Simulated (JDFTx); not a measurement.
Set up this calculation in JDFTx 1.7.0 (patched build), as the native input.

```yaml
Task: relaxation of cell and atoms
Functional: LDA
Potentials_or_basis: SG15-PBE-1.2 with smoothed tails
Cutoff: 1088 eV
Density_cutoff: 4354 eV
k_mesh: 7 × 7 × 7
Occupations: fermi-dirac, width 0.05 eV
Spin: no spin polarisation
Local_potential_set_to_-Z/r_beyond: 6 bohr
Bands: 11
Density_cutoff_over_wavefunction_cutoff: 4
Max_SCF_steps: 100
SCF_threshold_on_the_energy: 1e-09 Ha
Solver_of_the_electrons: scf
Further_solve_for_the_empty_bands: no
```

The system is Al.

```
CELL_PARAMETERS angstrom
0.00000 2.02481 2.02481
2.02481 0.00000 2.02481
2.02481 2.02481 0.00000
ATOMIC_POSITIONS crystal
Al 0.00000 0.00000 0.00000
```

The input as run:

Al.in

```
include Al.lattice
coords-type Lattice
include Al.ionpos

ion-species pseudo/Al.upf
elec-cutoff 40
elec-ex-corr lda-PW
kpoint-folding 7 7 7
elec-smearing Fermi 0.0018374661
elec-n-bands 11
electronic-SCF nIterations 100 energyDiffThreshold 1e-09
electronic-minimize nIterations 30 energyDiffThreshold 1e-7
forces-output-coords Cartesian
lattice-minimize nIterations 40 energyDiffThreshold 1e-6

dump-name run.$VAR
dump End Ecomponents EigStats BandEigs Kpoints Forces Stress ElecDensity KEdensity
```

Al.lattice

```
lattice \
    0.0000000000     3.8263269058     3.8263269058 \
    3.8263269058     0.0000000000     3.8263269058 \
    3.8263269058     3.8263269058     0.0000000000
```

Al.ionpos

```
ion Al     0.0000000000     0.0000000000     0.0000000000 1
```

Potentials or basis: SG15-PBE-1.2 with smoothed tails.

Command:

```sh
$ jdftx -c 1 -i Al.in -o Al.out
```

Results of the run:

| Item | Value |
| --- | --- |
| Relaxed volume | 15.50 Å³/atom |
| Relaxed cell | a = 2.799 Å, b = 2.799 Å, c = 2.799 Å, α = 60.00°, β = 60.00°, γ = 60.00° |
| Space group after relaxing (to 0.05 Å) | Fm-3m (No. 225) |
| Energy gained by relaxing | 18.0 meV/atom |
| Ionic steps | 6 |
| Pressure after relaxing | 0.0 GPa |
| Band gap on the k mesh | none (metal or under the smearing width) |

Caveat: the k mesh is coarse (spacing up to 0.38 Å⁻¹), so the values aren't converged; the plane waves are those of the starting cell, so after so large a change of volume the result is rough; the potentials were made for another functional, which shifts forces and pressure.

Run time: 35 s on 1 thread of Arm Neoverse V1 (shared host), peak memory 0.05 GiB.
